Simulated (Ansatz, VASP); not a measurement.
## One calculation of Hg, two programs

```
Hg
1.0
     0.00000    2.29919    2.29919
     2.29919    0.00000    2.29919
     2.29919    2.29919    0.00000
Hg
1
Direct
  0.00000 0.00000 0.00000
```

Alike in both runs: task single point; functional PBEsol; k mesh 13 × 13 × 13; occupations fermi-dirac, width 0.1 eV; no spin polarisation.

|  | VASP | Ansatz |
| --- | --- | --- |
| version | VASP 6.6.1 | Ansatz 0.2.0 |
| potentials or method | VASP PAW PBE potentials, release 64 (Hg) | plane waves (420 eV) with PAW, scalar-relativistic |
| plane-wave cutoff (eV) | 520 | 420 |
| valence electrons in the cell | 12 | 20 |

|  | VASP | Ansatz | Ansatz less VASP |
| --- | --- | --- | --- |
| pressure (GPa) | -1.0 | -1.3 | -0.28 |

The two sets of potentials don't hold the same shells in valence. Ansatz warned: «pseudo_functional_mismatch».

Caveats: the PAW data sets were made with another functional, which shifts forces and pressure a little (VASP). The runs have no spin-orbit coupling, so splittings on Hg are missing.
